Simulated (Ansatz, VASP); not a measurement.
# Two plane-wave programs on MgO

File POSCAR:

```
MgO
1.0
    3.4840197850      0.0928491273      0.0000000000
   -1.6616001896      2.9708250775      0.0000000000
    0.0000000000      0.0000000000      4.1853204440
Mg O
2 2
Direct
    0.3271278557      0.6670900487      0.2500000000
    0.6728721443      0.3329099513      0.7500000000
    0.6743318560      0.3328040171      0.2500000000
    0.3256681440      0.6671959829      0.7500000000
```

Contents of INCAR.step1:

```
ALGO = Normal
EDIFF = 1E-4
ENCUT = 520
GGA = PE
ISMEAR = 0
LASPH = T
LCHARG = F
LREAL = F
LWAVE = T
NBANDS = 16
NELM = 100
PREC = Accurate
SIGMA = 0.01
```

Contents of INCAR.step2:

```
ALGO = Normal
EDIFF = 1E-7
ENCUT = 520
ISIF = 2
ISMEAR = 0
ISTART = 1
LASPH = T
LCHARG = T
LELF = T
LMIXTAU = T
LREAL = F
LVHAR = T
LWAVE = F
METAGGA = R2SCAN
NBANDS = 16
NELM = 100
PREC = Accurate
SIGMA = 0.01
```

File KPOINTS:

```
k-points
0
Gamma
  12 12 6
```

Input for Ansatz:

```yaml
crystal:
  lattice:
    - [3.484019785, 0.0928491273, 0.0]
    - [-1.6616001896, 2.9708250775, 0.0]
    - [0.0, 0.0, 4.185320444]
  atoms:
    - { symbol: Mg, position: [0.3271278557, 0.6670900487, 0.25] }
    - { symbol: Mg, position: [0.6728721443, 0.3329099513, 0.75] }
    - { symbol: O, position: [0.674331856, 0.3328040171, 0.25] }
    - { symbol: O, position: [0.325668144, 0.6671959829, 0.75] }
kpoints:
  mp_grid: { grid: [12, 12, 6] }
  band_path:
    path:
      - [0.0, 0.0, 0.0]
      - [0.5, 0.0, 0.0]
      - [0.3333333333, 0.3333333333, 0.0]
      - [0.0, 0.0, 0.5]
      - [0.5, 0.0, 0.5]
      - [0.3333333333, 0.3333333333, 0.5]
    npoints: 1
hamiltonian:
  xc: r2scan
scf:
  occupations: { method: fixed }
  n_extra_bands: 5
output:
  forces: true
  stress: true
  eigenvalues: true
```

Change from the starting cell: shear_xy strain +5.3%.

Alike in both runs: task single point; functional r2SCAN; k mesh 12 × 12 × 6; no spin polarisation.

|  | VASP | Ansatz |
| --- | --- | --- |
| version | VASP 6.6.1 | Ansatz 0.2.0 |
| potentials or method | VASP PAW PBE potentials, release 64 (Mg, O) | plane waves, PAW |
| plane-wave cutoff (eV) | 520 | 500 |
| occupations | gaussian, width 0.01 eV | fixed |
| valence electrons in the cell | 16 | 32 |

|  | VASP | Ansatz | Ansatz less VASP |
| --- | --- | --- | --- |
| gap on the k mesh at the Fermi level (eV) | 4.08 | 4.09 | +0.014 |
| pressure (GPa) | -0.9 | -0.1 | +0.81 |
| largest component of the traceless stress (GPa) | 1.76 | 1.72 | -0.041 |

The two sets of potentials don't hold the same shells in valence.

Caveats: the PAW data sets were made with another functional, which shifts forces and pressure a little (VASP). A k mesh can miss the band edges.
